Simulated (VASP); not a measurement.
# SnO2 (P4_2/mnm) in VASP: settings compared

The runs below take SnO2 through relaxation of cell and atoms, with PBE, LDA, PBEsol.

Program: VASP 6.6.1. These are calculated values, not measurements. Logs are shortened: lines on timing, memory, paths and dates and some standing lists are left out, and cuts for length are marked.

### Step 1. Starting point

Symmetry: P4_2/mnm, No. 136, tetragonal system. The conventional cell has a = 4.738 Å, b = 4.738 Å, c = 3.187 Å, α = 90.00°, β = 90.00°, γ = 90.00°. Sn (site symmetry mmm) has 6 O at 2.05 to 2.06 Å as nearest neighbours. Around O (site symmetry m2m) lie 3 Sn at 2.05 to 2.06 Å.

### Step 2. Relaxation of cell and atoms, PBE

INCAR

```
  ALGO = Normal
  EDIFF = 1E-6
  EDIFFG = -0.01
  ENCUT = 600
  GGA = PE
  IBRION = 2
  ISIF = 3
  ISMEAR = 0
  KPAR = 2
  LASPH = True
  LCHARG = False
  LREAL = False
  LWAVE = False
  NELM = 80
  NSW = 90
  PREC = Accurate
  SIGMA = 0.03
```

KPOINTS

```
k-points
0
Gamma
  6 6 8
```

POSCAR

```
SnO2
1.0
    4.7380000000      0.0000000000      0.0000000000
    0.0000000000      4.7380000000      0.0000000000
    0.0000000000      0.0000000000      3.1865000000
Sn O
2 4
Direct
    0.0000000000      0.0000000000      0.0000000000
    0.5000000000      0.5000000000      0.5000000000
    0.3071000000      0.3071000000      0.0000000000
    0.1929000000      0.8071000000      0.5000000000
    0.6929000000      0.6929000000      0.0000000000
    0.8071000000      0.1929000000      0.5000000000
```

Potentials or basis: VASP PAW PBE potentials, release 64 (Sn_d, O).

The run is started by

```sh
$ cat potpaw_PBE.64/Sn_d/POTCAR potpaw_PBE.64/O/POTCAR > POTCAR
$ mpirun -np 2 vasp_std > vasp.out
```

OUTCAR:

```text
EDIFF = 1E-6
   EDIFFG = -0.01
   ENCUT = 600
   GGA = PE
   IBRION = 2
   ISIF = 3
   ISMEAR = 0
   LASPH = True
   LREAL = False
   NELM = 80
   NSW = 90
   PREC = Accurate

 ion  position               nearest neighbor table
   1  0.000  0.000  0.000-   4 2.05   6 2.05   4 2.05   6 2.05   5 2.06   3 2.06   2 3.71   2 3.71
                             2 3.71   2 3.71   2 3.71   2 3.71   2 3.71   2 3.71
   2  0.500  0.500  0.500-   3 2.05   5 2.05   3 2.05   5 2.05   4 2.06   6 2.06   1 3.71   1 3.71
                             1 3.71   1 3.71   1 3.71   1 3.71   1 3.71   1 3.71
   3  0.307  0.307  0.000-   2 2.05   2 2.05   1 2.06
   4  0.193  0.807  0.500-   1 2.05   1 2.05   2 2.06
   5  0.693  0.693  0.000-   2 2.05   2 2.05   1 2.06
   6  0.807  0.193  0.500-   1 2.05   1 2.05   2 2.06

  LATTYP: Found a simple tetragonal cell.
 ALAT       =     4.7380000000
 C/A-ratio  =     0.6725411566

  Lattice vectors:

 A1 = (   4.7380000000,   0.0000000000,   0.0000000000)
 A2 = (   0.0000000000,   4.7380000000,   0.0000000000)
 A3 = (   0.0000000000,   0.0000000000,   3.1865000000)

Analysis of symmetry for initial positions (statically):
=====================================================================
 Subroutine PRICEL returns:
 Original cell was already a primitive cell.

 Routine SETGRP: Setting up the symmetry group for a
 simple tetragonal supercell.

 Subroutine GETGRP returns: Found 16 space group operations
 (whereof  8 operations were pure point group operations)
 out of a pool of 16 trial point group operations.

The static configuration has the point symmetry D_2h.
 The point group associated with its full space group is D_4h.

Analysis of symmetry for dynamics (positions and initial velocities):
=====================================================================
 Subroutine PRICEL returns:
 Original cell was already a primitive cell.

 Routine SETGRP: Setting up the symmetry group for a
 simple tetragonal supercell.

 Subroutine GETGRP returns: Found 16 space group operations
 (whereof  8 operations were pure point group operations)
 out of a pool of 16 trial point group operations.

The dynamic configuration has the point symmetry D_2h.
 The point group associated with its full space group is D_4h.

 Subroutine INISYM returns: Found 16 space group operations
 (whereof  8 operations are pure point group operations),
 and found     1 'primitive' translations

----------------------------------------------------------------------------------------

                                     Primitive cell

  volume of cell :      71.5326

  direct lattice vectors                    reciprocal lattice vectors
     4.738000000  0.000000000  0.000000000     0.211059519  0.000000000  0.000000000
     0.000000000  4.738000000  0.000000000     0.000000000  0.211059519  0.000000000
     0.000000000  0.000000000  3.186500000     0.000000000  0.000000000  0.313823945

  length of vectors
     4.738000000  4.738000000  3.186500000     0.211059519  0.211059519  0.313823945

  position of ions in fractional coordinates (direct lattice)
     0.000000000  0.000000000  0.000000000
     0.500000000  0.500000000  0.500000000
     0.307100000  0.307100000  0.000000000
     0.192900000  0.807100000  0.500000000
     0.692900000  0.692900000  0.000000000
     0.807100000  0.192900000  0.500000000

  ion indices of the primitive-cell ions
   primitive index   ion index
                 1           1
                 2           2
                 3           3
                 4           4
                 5           5
                 6           6

----------------------------------------------------------------------------------------

 KPOINTS: k-points

Automatic generation of k-mesh.
 Grid dimensions read from file:
 generate k-points for:    6    6    8

 Generating k-lattice:

  Cartesian coordinates                     Fractional coordinates (reciprocal lattice)
     0.035176586  0.000000000  0.000000000     0.166666667  0.000000000  0.000000000
     0.000000000  0.035176586  0.000000000     0.000000000  0.166666667  0.000000000
     0.000000000  0.000000000  0.039227993     0.000000000  0.000000000  0.125000000

  Length of vectors
     0.035176586  0.035176586  0.039227993

  Shift w.r.t. Gamma in fractional coordinates (k-lattice)
     0.000000000  0.000000000  0.000000000

 Subroutine IBZKPT returns following result:
 ===========================================

 Found     50 irreducible k-points:

 Following reciprocal coordinates:
            Coordinates               Weight
  0.000000  0.000000  0.000000      1.000000
  0.166667  0.000000  0.000000      4.000000
  0.333333  0.000000  0.000000      4.000000
  0.500000  0.000000  0.000000      2.000000
  0.166667  0.166667  0.000000      4.000000
  0.333333  0.166667  0.000000      8.000000
[... 16 lines left out ...]
  0.333333  0.000000  0.250000      8.000000
  0.500000  0.000000  0.250000      4.000000
 [... further k-points ...]
   k-points           NKPTS =     50   k-points in BZ     NKDIM =     50   number of bands    NBANDS=     31
   number of dos      NEDOS =    301   number of ions     NIONS =      6
   total plane-waves  NPLWV =  44800
   dimension x,y,z NGX =    40 NGY =   40 NGZ =   28
   dimension x,y,z NGXF=    80 NGYF=   80 NGZF=   56
   ions per type =               2   4
   NGX,Y,Z   is equivalent  to a cutoff of  14.04, 14.04, 14.61 a.u.
   NGXF,Y,Z  is equivalent  to a cutoff of  28.07, 28.07, 29.22 a.u.
 SYSTEM =  unknown system
   PREC   = accura    normal or accurate (medium, high low for compatibility)
   ISTART =      0    job   : 0-new  1-cont  2-samecut
   ICHARG =      2    charge: 1-file 2-atom 10-const
   ISPIN  =      1    spin polarized calculation?
   LNONCOLLINEAR =      F non collinear calculations
   LSORBIT =      F    spin-orbit coupling
   LASPH  =      T    aspherical Exc in radial PAW
   ENCUT  =  600.0 eV  44.10 Ry    6.64 a.u.   9.46  9.46  6.36*2*pi/ulx,y,z
   NELM   =     80;   NELMIN=  2; NELMDL= -5     # of ELM steps
   EDIFF  = 0.1E-05   stopping-criterion for ELM
   LREAL  =      F    real-space projection
   EDIFFG = -.1E-01   stopping-criterion for IOM
   NSW    =     90    number of steps for IOM
   IBRION =      2    ionic relax: 0-MD 1-quasi-New 2-CG
   NFREE  =      1    steps in history (QN), initial steepest desc. (CG)
   ISIF   =      3    stress and relaxation
   ISYM   =      2    0-nonsym 1-usesym 2-fastsym
   POTIM  = 0.5000    time-step for ionic-motion
   TEBEG  =    0.0;   TEEND  =   0.0 temperature during run
   PSTRESS=    0.0 pullay stress
   NELECT =      52.0000    total number of electrons
   NUPDOWN=      -1.0000    fix difference up-down
   EMIN   =  10.00;   EMAX   =-10.00  energy-range for DOS
   EFERMI =   0.00;   METHOD = LEGACY
   ISMEAR =     0;   SIGMA  =   0.03  broadening in eV -4-tet -1-fermi 0-gaus
   EFERMI_NEDOS =   21; number of points for ismear=-14 and -15
   IALGO  =     38    algorithm
   IMIX   =      4    mixing-type and parameters
     AMIX     =   0.40;   BMIX     =  1.00
     AMIX_MAG =   1.60;   BMIX_MAG =  1.00
  volume/ion in A,a.u.               =      11.92        80.45
  Fermi-wavevector in a.u.,A,eV,Ry     =   1.472000  2.781677 29.480903  2.166785
  Thomas-Fermi vector in A             =   2.587068
   LORBIT       =      0    0 simple, 1 ext, 2 COOP (PROOUT), +10 PAW based schemes
   GGA     = PE    functional components
   LHFCALC =     F    Hartree Fock is set to
   AEXX    =    0.0000 exact exchange contribution
   IVDW    =     0    specifies the selected vdW correction
   LEPSILON=     F    determine dielectric tensor
   LRPA    =     F    only Hartree local field effects (RPA)
 conjugate gradient relaxation of ions
 non-spin polarized calculation
 Gauss-broadening in eV      SIGMA  =   0.03
  energy-cutoff  :      600.00
  volume of cell :       71.53
 maximum number of plane-waves:      2409
 NGX is ok and might be reduce to    40
   NGX = 19   NGY = 19   NGZ = 13

--------------------------------------- Ionic step        1  -------------------------------------------

 number of electron      52.0000000 magnetization

 Free energy of the ion-electron system (eV)
  ---------------------------------------------------
  ext. energy  EPLUGINS =         0.00000000
  ---------------------------------------------------
  free energy    TOTEN  =       -37.16963952 eV

  energy without entropy =      -37.16963952  energy(sigma->0) =      -37.16963952

------------------------ aborting loop because EDIFF is reached ----------------------------------------

  FORCE on cell =-STRESS in cart. coord.  units (eV):
  Direction    XX          YY          ZZ          XY          YZ          ZX
  --------------------------------------------------------------------------------------
  -------------------------------------------------------------------------------------
  Total        4.6951332      4.6951332      6.1573615      0.0000000      0.0000000      0.0000000
  in kB      105.1609414    105.1609414    137.9117282      0.0000000      0.0000000      0.0000000
  external PRESSURE =     116.0778703 kB  Pullay stress =       0.0000000 kB
[... 265 lines left out ...]
  energy  without entropy=      -37.3118035551  energy(sigma->0) =      -37.31180356

--------------------------------------- Ionic step        8  -------------------------------------------

 number of electron      52.0000001 magnetization

 Free energy of the ion-electron system (eV)
  ---------------------------------------------------
  ext. energy  EPLUGINS =         0.00000000
  ---------------------------------------------------
  free energy    TOTEN  =       -37.31180362 eV

  energy without entropy =      -37.31180362  energy(sigma->0) =      -37.31180362

 E-fermi :   5.7006     XC(G=0): -10.9619

 val. band max:        5.4990014917   @ k =   0.0000   0.0000   0.0000
 cond. band min:       6.1344588866   @ k =   0.0000   0.0000   0.0000
 fundamental gap:      0.6354573949
 Fermi energy:         5.7006409727

 k-point     1 :       0.0000    0.0000    0.0000
  band No.  band energies     occupation
      1     -15.5321      2.00000
      2     -14.8726      2.00000
      3     -14.6852      2.00000
      4     -14.6576      2.00000
      5     -14.6576      2.00000
      6     -14.5938      2.00000
[... 805 lines left out ...]
     30      13.8711      0.00000
     31      14.5163      0.00000

 [... further k-points ...]

------------------------ aborting loop because EDIFF is reached ----------------------------------------

  FORCE on cell =-STRESS in cart. coord.  units (eV):
  Direction    XX          YY          ZZ          XY          YZ          ZX
  --------------------------------------------------------------------------------------
  -------------------------------------------------------------------------------------
  Total       -0.0069930     -0.0069930     -0.0400330     -0.0000000      0.0000000      0.0000000
  in kB       -0.1480595     -0.1480595     -0.8475960     -0.0000000      0.0000000      0.0000000
  external PRESSURE =      -0.3812383 kB  Pullay stress =       0.0000000 kB
[... 21 lines left out ...]
  FREE ENERGIE OF THE ION-ELECTRON SYSTEM (eV)
  ---------------------------------------------------
  free  energy   TOTEN  =       -37.3118036214 eV

  energy  without entropy=      -37.3118036214  energy(sigma->0) =      -37.31180362

 reached required accuracy - stopping structural energy minimisation
```

Run time: 3.6 min. Hardware: 2 MPI ranks of Intel Xeon Platinum 8488C (Sapphire Rapids), shared host; peak memory 0.27 GiB.

Results:

```yaml
Free_energy: -37.3118 eV
Relaxed_volume: 12.61 Å³/atom
Relaxed_cell: a = 4.830 Å, b = 4.830 Å, c = 3.243 Å, α = 90.00°, β = 90.00°, γ = 90.00°
Space_group_after_relaxing_to_0.05_Å: P4_2/mnm (No. 136)
Energy_gained_by_relaxing: 23.7 meV/atom
Ionic_steps: 8
Pressure_after_relaxing: 0.0 GPa
Largest_force_after_relaxing: 0.004 eV/Å
Band_gap_on_the_k_mesh: 0.64 eV, direct
```

Forces on the atoms (eV/Å):
```
Sn   0.000  0.000  0.000
Sn   0.000  0.000  0.000
O   -0.003 -0.003  0.000
O    0.003 -0.003  0.000
O    0.003  0.003  0.000
O   -0.003  0.003  0.000
```

The path:
```tsv
step	energy change (eV)	largest force (eV/Å)	pressure (GPa)	volume (Å³)
1	0.0000	0.2935	11.61	71.53
2	0.0636	0.3605	-10.52	80.85
3	-0.1403	0.0638	0.00	75.51
4	-0.1403	0.0579	0.21	75.43
5	-0.1420	0.0032	0.10	75.57
6	-0.1421	0.0194	0.06	75.63
7	-0.1422	0.0006	-0.12	75.68
8	-0.1422	0.0043	-0.04	75.67
```

Final structure:
```yaml
crystal:
  lattice:
    - [4.83034, 0.00000, 0.00000]
    - [0.00000, 4.83034, 0.00000]
    - [0.00000, 0.00000, 3.24328]
  atoms:
    - { symbol: Sn, position: [0.00000, 0.00000, 0.00000] }
    - { symbol: Sn, position: [0.50000, 0.50000, 0.50000] }
    - { symbol: O, position: [0.30658, 0.30658, 0.00000] }
    - { symbol: O, position: [0.19342, 0.80658, 0.50000] }
    - { symbol: O, position: [0.69342, 0.69342, 0.00000] }
    - { symbol: O, position: [0.80658, 0.19342, 0.50000] }
```

Caveat: spin-orbit coupling is left out, which moves the levels of the heavy elements.

### Step 3. Relaxation of cell and atoms, PBE

This run uses another cell than the first one, of 12.61 Å³/atom, 1.058 times its volume.

Changes to INCAR since step 2:

```diff
@@ -1,4 +1,4 @@
   ALGO = Normal
-  EDIFF = 1E-6
-  EDIFFG = -0.01
+  EDIFF = 1E-7
+  EDIFFG = -0.005
   ENCUT = 600
```

KPOINTS is that of step 2.

POSCAR

```
SnO2                                    
1.0
    4.8303407069     -0.0000000000      0.0000000000
   -0.0000000000      4.8303407069      0.0000000000
    0.0000000000      0.0000000000      3.2432759979
  Sn              O             
     2     4
Direct
     0.0000000000000000    0.0000000000000000    0.0000000000000000
     0.5000000000000000    0.5000000000000000    0.5000000000000000
     0.3065777030145376    0.3065777030145376    0.0000000000000000
     0.1934222969854624    0.8065777030145378    0.5000000000000000
     0.6934222969854622    0.6934222969854622    0.0000000000000000
     0.8065777030145378    0.1934222969854624    0.5000000000000000
```

Potentials or basis: VASP PAW PBE potentials, release 64 (Sn_d, O).

The run is started by

```sh
$ cat potpaw_PBE.64/Sn_d/POTCAR potpaw_PBE.64/O/POTCAR > POTCAR
$ mpirun -np 2 vasp_std > vasp.out
```

Run time: 1.8 min. Hardware: 2 MPI ranks of Intel Xeon Platinum 8488C (Sapphire Rapids), shared host; peak memory 0.28 GiB.

The run converged. Its results:

```
Free energy                            : -37.3210 eV
Relaxed volume                         : 12.60 Å³/atom
Relaxed cell                           : a = 4.829 Å, b = 4.829 Å, c = 3.242 Å, α = 90.00°, β = 90.00°, γ = 90.00°
Space group after relaxing (to 0.05 Å) : P4_2/mnm (No. 136)
Energy gained by relaxing              : 0.0 meV/atom
Ionic steps                            : 3
Pressure after relaxing                : 0.0 GPa
Largest force after relaxing           : 0.005 eV/Å
Band gap on the k mesh                 : 0.64 eV, direct
```

Forces in eV/Å, atoms in the order of the input:
```
Sn   0.000  0.000  0.000
Sn   0.000  0.000  0.000
O   -0.003 -0.003  0.000
O    0.003 -0.003  0.000
O    0.003  0.003  0.000
O   -0.003  0.003  0.000
```

Final structure:
```
Sn O
1.0
     4.82944    0.00000    0.00000
     0.00000    4.82944    0.00000
     0.00000    0.00000    3.24215
Sn O
2 4
Direct
  0.00000 0.00000 0.00000
  0.50000 0.50000 0.50000
  0.30656 0.30656 0.00000
  0.19344 0.80656 0.50000
  0.69344 0.69344 0.00000
  0.80656 0.19344 0.50000
```

Levels at points of the mesh, in eV from the valence-band top:
```tsv
k point	band 24	band 25	band 26	band 27	band 28	band 29
(0.00, 0.00, 0.00)	-0.74	-0.74	0.00	0.64	5.66	6.04
(0.50, 0.00, 0.00)	-1.21	-0.60	-0.60	3.86	3.86	6.79
(0.50, 0.50, 0.00)	-1.33	-0.85	-0.85	4.25	4.25	7.13
(0.00, 0.00, 0.50)	-1.52	-1.18	-1.18	5.56	5.56	9.35
(0.50, 0.00, 0.50)	-1.01	-0.75	-0.75	5.82	5.82	7.59
(0.50, 0.50, 0.50)	-0.91	-0.78	-0.78	4.33	4.33	8.60
```

Caveat: spin-orbit coupling is left out, which moves the levels of the heavy elements.

### Step 4. Relaxation of cell and atoms, LDA

INCAR

```
ALGO = Normal ; EDIFF = 1E-6
EDIFFG = -0.01 ; ENCUT = 600
IBRION = 2 ; ISIF = 3
ISMEAR = 0 ; KPAR = 2
LASPH = True ; LCHARG = False
LREAL = False ; LWAVE = False
NELM = 80 ; NSW = 90
PREC = Accurate ; SIGMA = 0.03
```

KPOINTS is that of step 3.

POSCAR

```
SnO2
1.0
    4.7380000000      0.0000000000      0.0000000000
    0.0000000000      4.7380000000      0.0000000000
    0.0000000000      0.0000000000      3.1865000000
Sn O
2 4
Direct
    0.0000000000      0.0000000000      0.0000000000
    0.5000000000      0.5000000000      0.5000000000
    0.3071000000      0.3071000000      0.0000000000
    0.1929000000      0.8071000000      0.5000000000
    0.6929000000      0.6929000000      0.0000000000
    0.8071000000      0.1929000000      0.5000000000
```

Potentials or basis: VASP PAW LDA potentials, release 64 (Sn_d, O).

The run is started by

```sh
$ cat potpaw_LDA.64/Sn_d/POTCAR potpaw_LDA.64/O/POTCAR > POTCAR
$ mpirun -np 2 vasp_std > vasp.out
```

Wall time 3.7 min (2 MPI ranks of Intel Xeon Platinum 8488C (Sapphire Rapids), shared host); peak memory 0.24 GiB.

Results (log left out):

```
Free energy                            : -42.2923 eV
Relaxed volume                         : 11.90 Å³/atom
Relaxed cell                           : a = 4.728 Å, b = 4.728 Å, c = 3.195 Å, α = 90.00°, β = 90.00°, γ = 90.00°
Space group after relaxing (to 0.05 Å) : P4_2/mnm (No. 136)
Energy gained by relaxing              : 0.6 meV/atom
Ionic steps                            : 5
Pressure after relaxing                : 0.0 GPa
Largest force after relaxing           : 0.006 eV/Å
Band gap on the k mesh                 : 1.15 eV, direct
```

Forces in eV/Å, atoms in the order of the input:
```
Sn   0.000  0.000  0.000
Sn   0.000  0.000  0.000
O    0.004  0.004  0.000
O   -0.004  0.004  0.000
O   -0.004 -0.004  0.000
O    0.004 -0.004  0.000
```

Stress tensor (GPa, compression positive):
```
-0.04  0.00  0.00
 0.00 -0.04  0.00
 0.00  0.00  0.07
```

The path:
| step | energy change (eV) | largest force (eV/Å) | pressure (GPa) | volume (Å³) |
| --- | --- | --- | --- | --- |
| 1 | 0.0000 | 0.1797 | 0.11 | 71.53 |
| 2 | -0.0032 | 0.0469 | -0.65 | 71.62 |
| 3 | -0.0034 | 0.0022 | -0.50 | 71.60 |
| 4 | -0.0034 | 0.0151 | 0.49 | 71.24 |
| 5 | -0.0037 | 0.0062 | 0.00 | 71.42 |

Final structure:
```yaml
crystal:
  lattice:
    - [4.72787, 0.00000, 0.00000]
    - [0.00000, 4.72787, 0.00000]
    - [0.00000, 0.00000, 3.19517]
  atoms:
    - { symbol: Sn, position: [0.00000, 0.00000, 0.00000] }
    - { symbol: Sn, position: [0.50000, 0.50000, 0.50000] }
    - { symbol: O, position: [0.30599, 0.30599, 0.00000] }
    - { symbol: O, position: [0.19401, 0.80599, 0.50000] }
    - { symbol: O, position: [0.69401, 0.69401, 0.00000] }
    - { symbol: O, position: [0.80599, 0.19401, 0.50000] }
```

Levels at points of the mesh, in eV from the valence-band top:
| k point | band 22 | band 23 | band 24 | band 25 | band 26 | band 27 | band 28 | band 29 | band 30 | band 31 |
| --- | --- | --- | --- | --- | --- | --- | --- | --- | --- | --- |
| (0.00, 0.00, 0.00) | -1.28 | -1.28 | -0.81 | -0.81 | 0.00 | 1.15 | 5.93 | 6.05 | 6.05 | 10.09 |
| (0.50, 0.00, 0.00) | -2.03 | -1.24 | -1.24 | -0.65 | -0.65 | 4.31 | 4.31 | 6.81 | 6.81 | 10.79 |
| (0.50, 0.50, 0.00) | -2.06 | -1.37 | -1.37 | -0.91 | -0.91 | 4.70 | 4.70 | 7.30 | 7.30 | 10.80 |
| (0.00, 0.00, 0.50) | -2.71 | -1.72 | -1.72 | -1.28 | -1.28 | 6.03 | 6.03 | 9.51 | 9.51 | 10.37 |
| (0.50, 0.00, 0.50) | -1.79 | -1.13 | -1.13 | -0.72 | -0.72 | 6.31 | 6.31 | 7.87 | 7.87 | 10.73 |
| (0.50, 0.50, 0.50) | -2.43 | -0.99 | -0.99 | -0.84 | -0.84 | 4.68 | 4.68 | 8.63 | 8.63 | 10.73 |

Caveat: spin-orbit coupling is left out, which moves the levels of the heavy elements.

(Continued in part 2 of 2.)
